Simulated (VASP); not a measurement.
# InP (Fm-3m) in VASP: further runs

The runs below take InP through single point, with PBEsol.

All numbers are computed with VASP 6.6.1; they aren't measurements. Logs are shortened: lines on timing, memory, paths and dates and some standing lists are left out, and cuts for length are marked.

### 1 Starting point

Symmetry: Fm-3m, No. 225, cubic system. The conventional cell has a = 5.538 Å, b = 5.538 Å, c = 5.538 Å, α = 90.00°, β = 90.00°, γ = 90.00°. In (site symmetry m-3m) is surrounded by 6 P at 2.77 Å. Around P (site symmetry m-3m) lie 6 In at 2.77 Å.

Measurements of this composition are mostly on another form, of space group No. 216.

### 2 Single point, PBEsol

INCAR reads:

```
SYSTEM = InP
PREC = Accurate ; ENCUT = 500
EDIFF = 1E-6 ; ISMEAR = 0
SIGMA = 0.05 ; LREAL = .FALSE.
LASPH = .TRUE. ; NELM = 100
ALGO = Normal ; ISIF = 2
LWAVE = .FALSE. ; LCHARG = .FALSE.
GGA = PS ; ADDGRID = .FALSE.
```

KPOINTS reads:

```
regular mesh
0
G
  10 10 10
  0 0 0
```

POSCAR reads:

```
InP
1.0
    0.0000000000      2.7688340000      2.7688340000
    2.7688340000      0.0000000000      2.7688340000
    2.7688340000      2.7688340000      0.0000000000
In P
1 1
Direct
    0.0000000000      0.0000000000      0.0000000000
    0.5000000000      0.5000000000      0.5000000000
```

Potentials or basis: VASP PAW PBE potentials, release 64 (In_d, P).

On the command line:

```console
$ cat potpaw_PBE.64/In_d/POTCAR potpaw_PBE.64/P/POTCAR > POTCAR
$ mpirun -np 1 vasp_std > vasp.out
```

OUTCAR:

```text
SYSTEM = InP
   PREC = Accurate
   ENCUT = 500
   EDIFF = 1E-6
   ISMEAR = 0
   LREAL = .FALSE.
   LASPH = .TRUE.
   NELM = 100
   ISIF = 2
   GGA = PS

 Found     47 irreducible k-points:

 Following reciprocal coordinates:
            Coordinates               Weight
  0.000000  0.000000  0.000000      1.000000
  0.100000  0.000000  0.000000      8.000000
  0.200000  0.000000  0.000000      8.000000
  0.300000  0.000000  0.000000      8.000000
  0.400000  0.000000  0.000000      8.000000
  0.500000  0.000000  0.000000      4.000000
   k-points           NKPTS =     47   k-points in BZ     NKDIM =     47   number of bands    NBANDS=     13
   number of dos      NEDOS =    301   number of ions     NIONS =      2
   total plane-waves  NPLWV =  27000
   dimension x,y,z NGX =    30 NGY =   30 NGZ =   30
   dimension x,y,z NGXF=    60 NGYF=   60 NGZF=   60
   ions per type =               1   1
   NGX,Y,Z   is equivalent  to a cutoff of  12.74, 12.74, 12.74 a.u.
   NGXF,Y,Z  is equivalent  to a cutoff of  25.47, 25.47, 25.47 a.u.
 SYSTEM =  InP
   PREC   = accura    normal or accurate (medium, high low for compatibility)
   ISTART =      0    job   : 0-new  1-cont  2-samecut
   ICHARG =      2    charge: 1-file 2-atom 10-const
   ISPIN  =      1    spin polarized calculation?
   LNONCOLLINEAR =      F non collinear calculations
   LSORBIT =      F    spin-orbit coupling
   LASPH  =      T    aspherical Exc in radial PAW
   ENCUT  =  500.0 eV  36.75 Ry    6.06 a.u.   7.14  7.14  7.14*2*pi/ulx,y,z
   NELM   =    100;   NELMIN=  2; NELMDL= -5     # of ELM steps
   EDIFF  = 0.1E-05   stopping-criterion for ELM
   LREAL  =      F    real-space projection
   EDIFFG = 0.1E-04   stopping-criterion for IOM
   NSW    =      0    number of steps for IOM
   IBRION =     -1    ionic relax: 0-MD 1-quasi-New 2-CG
   NFREE  =      0    steps in history (QN), initial steepest desc. (CG)
   ISIF   =      2    stress and relaxation
   ISYM   =      2    0-nonsym 1-usesym 2-fastsym
   POTIM  = 0.5000    time-step for ionic-motion
   TEBEG  =    0.0;   TEEND  =   0.0 temperature during run
   PSTRESS=    0.0 pullay stress
   NELECT =      18.0000    total number of electrons
   NUPDOWN=      -1.0000    fix difference up-down
   EMIN   =  10.00;   EMAX   =-10.00  energy-range for DOS
   EFERMI =   0.00;   METHOD = LEGACY
   ISMEAR =     0;   SIGMA  =   0.05  broadening in eV -4-tet -1-fermi 0-gaus
   EFERMI_NEDOS =   21; number of points for ismear=-14 and -15
   IALGO  =     38    algorithm
   IMIX   =      4    mixing-type and parameters
     AMIX     =   0.40;   BMIX     =  1.00
     AMIX_MAG =   1.60;   BMIX_MAG =  1.00
  volume/ion in A,a.u.               =      21.23       143.25
  Fermi-wavevector in a.u.,A,eV,Ry     =   1.229869  2.324115 20.579860  1.512577
  Thomas-Fermi vector in A             =   2.364739
   LORBIT       =      0    0 simple, 1 ext, 2 COOP (PROOUT), +10 PAW based schemes
   GGA     = PS    functional components
   LHFCALC =     F    Hartree Fock is set to
   AEXX    =    0.0000 exact exchange contribution
   IVDW    =     0    specifies the selected vdW correction
   LEPSILON=     F    determine dielectric tensor
   LRPA    =     F    only Hartree local field effects (RPA)
 non-spin polarized calculation
 Gauss-broadening in eV      SIGMA  =   0.05
  energy-cutoff  :      500.00
  volume of cell :       42.45
 maximum number of plane-waves:      1091
 NGX is ok and might be reduce to    30
   NGX = 15   NGY = 15   NGZ = 15

 number of electron      18.0000009 magnetization

 Free energy of the ion-electron system (eV)
  ---------------------------------------------------
  ext. energy  EPLUGINS =         0.00000000
  ---------------------------------------------------
  free energy    TOTEN  =        -8.78706932 eV

  energy without entropy =       -8.78570696  energy(sigma->0) =       -8.78638814

 E-fermi :   6.8743     XC(G=0): -10.5533

 val. band max:        6.8608233970   @ k =   0.5000   0.3000   0.0000
 cond. band min:       6.9435176140   @ k =  -0.1000   0.1000   0.0000
 fundamental gap:      0.0826942170
 Fermi energy:         6.8742905256

 k-point     1 :       0.0000    0.0000    0.0000
  band No.  band energies     occupation
      1      -7.1907      2.00000
      2      -7.1907      2.00000
      3      -7.1685      2.00000
      4      -7.1685      2.00000
      5      -7.1685      2.00000
      6      -5.1104      2.00000
      7       6.6425      2.00000
      8       6.6425      2.00000
      9       6.6425      2.00000
     10       7.3930      0.00000
     11      13.9864      0.00000
     12      13.9864      0.00000
     13      13.9864      0.00000

 k-point     2 :       0.1000    0.0000    0.0000
  band No.  band energies     occupation
      1      -7.1954      2.00000
      2      -7.1954      2.00000
      3      -7.1688      2.00000
      4      -7.1618      2.00000
      5      -7.1618      2.00000
      6      -4.9852      2.00000
      7       5.3348      2.00000
      8       6.6629      2.00000
      9       6.6629      2.00000
     10       8.5077      0.00000
     11      13.2333      0.00000
     12      13.7543      0.00000
     13      13.7543      0.00000
[... 33 lines left out ...]
 k-point     5 :       0.4000    0.0000    0.0000
  band No.  band energies     occupation
      1      -7.2475      2.00000
      2      -7.2475      2.00000
      3      -7.1790      2.00000
      4      -7.0926      2.00000
      5      -7.0926      2.00000
      6      -3.3769      2.00000
      7       0.8193      2.00000
      8       7.0026      0.00029
      9       7.0026      0.00029
     10       9.4249      0.00000
     11      10.5761      0.00000
     12      10.5761      0.00000
     13      12.1168      0.00000

 k-point     6 :       0.5000    0.0000    0.0000
  band No.  band energies     occupation
      1      -7.2537      2.00000
      2      -7.2537      2.00000
      3      -7.1808      2.00000
      4      -7.0842      2.00000
      5      -7.0842      2.00000
      6      -3.0139      2.00000
      7       0.2430      2.00000
      8       7.0757      0.00000
      9       7.0757      0.00000
     10       9.3255      0.00000
     11      10.2811      0.00000
     12      10.2811      0.00000
     13      12.0768      0.00000

 [... further k-points ...]

------------------------ aborting loop because EDIFF is reached ----------------------------------------

  FORCE on cell =-STRESS in cart. coord.  units (eV):
  Direction    XX          YY          ZZ          XY          YZ          ZX
  --------------------------------------------------------------------------------------
  -------------------------------------------------------------------------------------
  Total       -0.8574127     -0.8574127     -0.8574127     -0.0000000     -0.0000000     -0.0000000
  in kB      -32.3578545    -32.3578545    -32.3578545     -0.0000000     -0.0000000     -0.0000000
  external PRESSURE =     -32.3578545 kB  Pullay stress =       0.0000000 kB

 VOLUME and BASIS-vectors are now :
 -----------------------------------------------------------------------------
  energy-cutoff  :      500.00
  volume of cell :       42.45
      direct lattice vectors                 reciprocal lattice vectors
     0.000000000  2.768834000  2.768834000    -0.180581429  0.180581429  0.180581429
     2.768834000  0.000000000  2.768834000     0.180581429 -0.180581429  0.180581429
     2.768834000  2.768834000  0.000000000     0.180581429  0.180581429 -0.180581429

 POSITION                                       TOTAL-FORCE (eV/Angst)
 -----------------------------------------------------------------------------------
      0.00000      0.00000      0.00000         0.000000      0.000000      0.000000
      2.76883      2.76883      2.76883         0.000000      0.000000      0.000000
 -----------------------------------------------------------------------------------
    total drift:                               -0.000000      0.000000      0.000000

  FREE ENERGIE OF THE ION-ELECTRON SYSTEM (eV)
  ---------------------------------------------------
  free  energy   TOTEN  =        -8.7870693153 eV

  energy  without entropy=       -8.7857069639  energy(sigma->0) =       -8.78638814
```

Wall time 31 s (1 thread of Intel Xeon Platinum 8488C (Sapphire Rapids), shared host); peak memory 0.17 GiB.

The run converged, but some of its settings lie outside the range that counts as converged, so its numbers aren't taken as properties of the crystal.

What came out:

```yaml
Free_energy: -8.7871 eV
Pressure: -3.2 GPa
Band_gap_on_the_k_mesh: none (metal or under the smearing width)
```

Caveat: the PAW data sets were made with another functional, which shifts forces and pressure a little.

### 3 Single point, PBEsol

INCAR, as its differences from that of step 2:

```diff
@@ -1,3 +1,3 @@
 SYSTEM = InP
-PREC = Accurate ; ENCUT = 500
+PREC = Low ; ENCUT = 500
 EDIFF = 1E-6 ; ISMEAR = 0
```

KPOINTS is that of step 2.

POSCAR is that of step 2.

Potentials or basis: VASP PAW PBE potentials, release 64 (In_d, P).

On the command line:

```console
$ cat potpaw_PBE.64/In_d/POTCAR potpaw_PBE.64/P/POTCAR > POTCAR
$ mpirun -np 1 vasp_std > vasp.out
```

Wall time 8.8 s (1 thread of Intel Xeon Platinum 8488C (Sapphire Rapids), shared host); peak memory 0.12 GiB.

The run converged, but some of its settings lie outside the range that counts as converged, so its numbers aren't taken as properties of the crystal.

Results:

* Free energy: -8.7874 eV
* Pressure: -3.3 GPa
* Band gap on the k mesh: none (metal or under the smearing width)

Caveat: the PAW data sets were made with another functional, which shifts forces and pressure a little.

### 4 Single point, PBEsol

INCAR, as its differences from that of step 3:

```diff
@@ -1,3 +1,3 @@
 SYSTEM = InP
-PREC = Low ; ENCUT = 500
+PREC = Normal ; ENCUT = 500
 EDIFF = 1E-6 ; ISMEAR = 0
```

KPOINTS is that of step 3.

POSCAR is that of step 3.

Potentials or basis: VASP PAW PBE potentials, release 64 (In_d, P).

On the command line:

```console
$ cat potpaw_PBE.64/In_d/POTCAR potpaw_PBE.64/P/POTCAR > POTCAR
$ mpirun -np 1 vasp_std > vasp.out
```

OUTCAR:

```text
SYSTEM = InP
   PREC = Normal
   ENCUT = 500
   EDIFF = 1E-6
   ISMEAR = 0
   LREAL = .FALSE.
   LASPH = .TRUE.
   NELM = 100
   ISIF = 2
   GGA = PS

 Found     47 irreducible k-points:

 Following reciprocal coordinates:
            Coordinates               Weight
  0.000000  0.000000  0.000000      1.000000
  0.100000  0.000000  0.000000      8.000000
  0.200000  0.000000  0.000000      8.000000
  0.300000  0.000000  0.000000      8.000000
  0.400000  0.000000  0.000000      8.000000
[... 174 lines left out ...]

  FORCE on cell =-STRESS in cart. coord.  units (eV):
  Direction    XX          YY          ZZ          XY          YZ          ZX
  --------------------------------------------------------------------------------------
  -------------------------------------------------------------------------------------
  Total       -0.8577230     -0.8577230     -0.8577230     -0.0000000      0.0000000     -0.0000000
  in kB      -32.3695666    -32.3695666    -32.3695666     -0.0000000      0.0000000     -0.0000000
  external PRESSURE =     -32.3695666 kB  Pullay stress =       0.0000000 kB

 VOLUME and BASIS-vectors are now :
 -----------------------------------------------------------------------------
  energy-cutoff  :      500.00
  volume of cell :       42.45
      direct lattice vectors                 reciprocal lattice vectors
     0.000000000  2.768834000  2.768834000    -0.180581429  0.180581429  0.180581429
     2.768834000  0.000000000  2.768834000     0.180581429 -0.180581429  0.180581429
     2.768834000  2.768834000  0.000000000     0.180581429  0.180581429 -0.180581429

 POSITION                                       TOTAL-FORCE (eV/Angst)
 -----------------------------------------------------------------------------------
      0.00000      0.00000      0.00000        -0.000000     -0.000000      0.000000
      2.76883      2.76883      2.76883         0.000000      0.000000     -0.000000
 -----------------------------------------------------------------------------------
    total drift:                                0.000000     -0.000000     -0.000000

  FREE ENERGIE OF THE ION-ELECTRON SYSTEM (eV)
  ---------------------------------------------------
  free  energy   TOTEN  =        -8.7870770529 eV

  energy  without entropy=       -8.7857146974  energy(sigma->0) =       -8.78639588
```

OSZICAR:

```text
N       E                     dE             d eps       ncg     rms          rms(c)
DAV:   1     0.107961815496E+03    0.10796E+03   -0.83891E+03  1232   0.157E+03
DAV:   2    -0.166064498269E+01   -0.10962E+03   -0.10621E+03  1257   0.339E+02
DAV:   3    -0.886884896523E+01   -0.72082E+01   -0.70715E+01  1612   0.880E+01
DAV:   4    -0.905194568387E+01   -0.18310E+00   -0.18294E+00  1405   0.142E+01
DAV:   5    -0.906055671516E+01   -0.86110E-02   -0.86106E-02  1850   0.292E+00    0.454E+00
DAV:   6    -0.880013517763E+01    0.26042E+00   -0.57810E-01  1738   0.152E+01    0.258E+00
DAV:   7    -0.878949206755E+01    0.10643E-01   -0.71920E-02  1728   0.294E+00    0.106E+00
DAV:   8    -0.878719375333E+01    0.22983E-02   -0.56351E-03  1551   0.107E+00    0.170E-01
DAV:   9    -0.878707034624E+01    0.12341E-03   -0.62186E-04  1889   0.445E-01    0.782E-02
DAV:  10    -0.878707457101E+01   -0.42248E-05   -0.38306E-05  1564   0.723E-02    0.372E-02
DAV:  11    -0.878707695722E+01   -0.23862E-05   -0.66003E-06  1428   0.278E-02    0.468E-03
DAV:  12    -0.878707705293E+01   -0.95709E-07   -0.30319E-07   771   0.962E-03
   1 F= -.87870771E+01 E0= -.87863959E+01  d E =-.136236E-02
```

Run time: 10 s. Hardware: 1 thread of Intel Xeon Platinum 8488C (Sapphire Rapids), shared host; peak memory 0.15 GiB.

These settings aren't checked as converged: the numbers below hold their error.

What came out:

```
Free energy            : -8.7871 eV
Pressure               : -3.2 GPa
Band gap on the k mesh : none (metal or under the smearing width)
```

Caveat: the PAW data sets were made with another functional, which shifts forces and pressure a little.

### 5 Single point, PBEsol

INCAR reads:

```
SYSTEM = InP
PREC = Accurate ; ENCUT = 500
EDIFF = 1E-6 ; ISMEAR = 0
SIGMA = 0.05 ; LREAL = Auto
LASPH = .TRUE. ; NELM = 100
ALGO = Normal ; ISIF = 2
LWAVE = .FALSE. ; LCHARG = .FALSE.
GGA = PS ; ADDGRID = .FALSE.
```

KPOINTS is that of step 4.

POSCAR is that of step 4.

Potentials or basis: VASP PAW PBE potentials, release 64 (In_d, P).

On the command line:

```console
$ cat potpaw_PBE.64/In_d/POTCAR potpaw_PBE.64/P/POTCAR > POTCAR
$ mpirun -np 1 vasp_std > vasp.out
```

OUTCAR:

```text
SYSTEM = InP
   PREC = Accurate
   ENCUT = 500
   EDIFF = 1E-6
   ISMEAR = 0
   LREAL = Auto
   LASPH = .TRUE.
   NELM = 100
   ISIF = 2
   GGA = PS

 Found     47 irreducible k-points:

 Following reciprocal coordinates:
            Coordinates               Weight
  0.000000  0.000000  0.000000      1.000000
  0.100000  0.000000  0.000000      8.000000
  0.200000  0.000000  0.000000      8.000000
  0.300000  0.000000  0.000000      8.000000
  0.400000  0.000000  0.000000      8.000000
[... 174 lines left out ...]
------------------------ aborting loop because EDIFF is reached ----------------------------------------

  FORCE on cell =-STRESS in cart. coord.  units (eV):
  Direction    XX          YY          ZZ          XY          YZ          ZX
  --------------------------------------------------------------------------------------
  -------------------------------------------------------------------------------------
  Total       -0.8601421     -0.8601421     -0.8601421      0.0000000      0.0000000      0.0000000
  in kB      -32.4608597    -32.4608597    -32.4608597      0.0000000      0.0000000      0.0000000
  external PRESSURE =     -32.4608597 kB  Pullay stress =       0.0000000 kB

 VOLUME and BASIS-vectors are now :
 -----------------------------------------------------------------------------
  energy-cutoff  :      500.00
  volume of cell :       42.45
      direct lattice vectors                 reciprocal lattice vectors
     0.000000000  2.768834000  2.768834000    -0.180581429  0.180581429  0.180581429
     2.768834000  0.000000000  2.768834000     0.180581429 -0.180581429  0.180581429
     2.768834000  2.768834000  0.000000000     0.180581429  0.180581429 -0.180581429

 POSITION                                       TOTAL-FORCE (eV/Angst)
 -----------------------------------------------------------------------------------
      0.00000      0.00000      0.00000        -0.000000      0.000000      0.000000
      2.76883      2.76883      2.76883         0.000000     -0.000000     -0.000000
 -----------------------------------------------------------------------------------
    total drift:                               -0.000000      0.000000      0.000000

  FREE ENERGIE OF THE ION-ELECTRON SYSTEM (eV)
  ---------------------------------------------------
  free  energy   TOTEN  =        -8.7878753373 eV

  energy  without entropy=       -8.7865126042  energy(sigma->0) =       -8.78719397
```

OSZICAR:

```text
N       E                     dE             d eps       ncg     rms          rms(c)
DAV:   1     0.107960443962E+03    0.10796E+03   -0.83891E+03  1232   0.157E+03
DAV:   2    -0.166141384030E+01   -0.10962E+03   -0.10621E+03  1257   0.339E+02
DAV:   3    -0.886959754941E+01   -0.72082E+01   -0.70715E+01  1612   0.880E+01
DAV:   4    -0.905269215740E+01   -0.18309E+00   -0.18293E+00  1405   0.142E+01
DAV:   5    -0.906130299930E+01   -0.86108E-02   -0.86104E-02  1850   0.292E+00    0.454E+00
DAV:   6    -0.880093301460E+01    0.26037E+00   -0.57795E-01  1738   0.152E+01    0.258E+00
DAV:   7    -0.879028960596E+01    0.10643E-01   -0.71923E-02  1718   0.294E+00    0.106E+00
DAV:   8    -0.878799201795E+01    0.22976E-02   -0.56401E-03  1546   0.107E+00    0.170E-01
DAV:   9    -0.878786862807E+01    0.12339E-03   -0.62255E-04  1879   0.445E-01    0.782E-02
DAV:  10    -0.878787285574E+01   -0.42277E-05   -0.38371E-05  1569   0.724E-02    0.371E-02
DAV:  11    -0.878787524144E+01   -0.23857E-05   -0.66006E-06  1413   0.278E-02    0.468E-03
DAV:  12    -0.878787533731E+01   -0.95869E-07   -0.30400E-07   776   0.964E-03
   1 F= -.87878753E+01 E0= -.87871940E+01  d E =-.136273E-02
```

It took 37 s on 1 thread of Intel Xeon Platinum 8488C (Sapphire Rapids), shared host; peak memory 0.16 GiB.

The run converged, but some of its settings lie outside the range that counts as converged, so its numbers aren't taken as properties of the crystal.

Results:

- Free energy: -8.7879 eV
- Pressure: -3.2 GPa
- Band gap on the k mesh: none (metal or under the smearing width)

Caveat: the PAW data sets were made with another functional, which shifts forces and pressure a little.
